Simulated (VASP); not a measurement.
# BAs: relaxation of cell and atoms with PBE

BAs:

```
CELL_PARAMETERS angstrom
0.00000 2.38850 2.38850
2.38850 0.00000 2.38850
2.38850 2.38850 0.00000
ATOMIC_POSITIONS crystal
B 0.00000 0.00000 0.00000
As 0.25000 0.25000 0.25000
```

```yaml
Program: VASP 6.6.1
Task: relaxation of cell and atoms
Functional: PBE
Potentials_or_basis: VASP PAW PBE potentials, release 64 (B, As)
Cutoff: 520 eV
k_mesh: 12 × 12 × 12
Occupations: gaussian, width 0.02 eV
Spin: no spin polarisation
Further_INCAR_settings: ALGO = Fast; EDIFF = 1e-07; IBRION = 2; EDIFFG = -0.002; NSW = 80; ISIF = 3
```

```json
{
  "Relaxed volume": "13.97 Å³/atom",
  "Relaxed cell": "a = 3.406 Å, b = 3.406 Å, c = 3.406 Å, α = 60.00°, β = 60.00°, γ = 60.00°",
  "Space group after relaxing (to 0.05 Å)": "F-43m (No. 216)",
  "Energy gained by relaxing": "3.6 meV/atom",
  "Ionic steps": "3",
  "Pressure after relaxing": "0.0 GPa",
  "Band gap on the k mesh": "1.21 eV, indirect (least direct gap 3.25 eV)"
}
```

Step by step:
```csv
step,energy change (eV),largest force (eV/Å),pressure (GPa),volume (Å³)
1,0.0000,0.0000,3.43,27.25
2,-0.0037,0.0000,-2.19,28.42
3,-0.0071,0.0000,0.01,27.93
```

Final structure:
```cif
data_structure
_symmetry_space_group_name_H-M 'P 1'
_symmetry_Int_Tables_number 1
_cell_length_a 3.4058
_cell_length_b 3.4058
_cell_length_c 3.4058
_cell_angle_alpha 60.000
_cell_angle_beta 60.000
_cell_angle_gamma 60.000
_cell_volume 27.93
loop_
_atom_site_label
_atom_site_type_symbol
_atom_site_fract_x
_atom_site_fract_y
_atom_site_fract_z
_atom_site_occupancy
B1 B 0.00000 0.00000 0.00000 1
As1 As 0.25000 0.25000 0.25000 1
```

Levels at points of the mesh, in eV from the valence-band top:
| k point | band 1 | band 2 | band 3 | band 4 | band 5 | band 6 | band 7 | band 8 |
| --- | --- | --- | --- | --- | --- | --- | --- | --- |
| (0.00, 0.00, 0.00) | -15.18 | 0.00 | 0.00 | 0.00 | 3.25 | 3.25 | 3.25 | 4.38 |
| (0.50, 0.00, 0.00) | -12.40 | -8.61 | -1.78 | -1.78 | 2.55 | 4.75 | 4.75 | 8.82 |
| (0.50, 0.50, 0.00) | -11.12 | -8.39 | -3.98 | -3.98 | 1.46 | 1.46 | 11.13 | 11.13 |

Wall time 30 s on 4 MPI ranks on Intel(R) Xeon(R) Platinum 8259CL CPU @ 2.50GHz (Skylake/Cascade Lake), with other jobs on the host, peak memory 0.16 GiB a rank.

A k mesh can miss the band edges. Zero-point motion and thermal expansion aren't in these numbers.
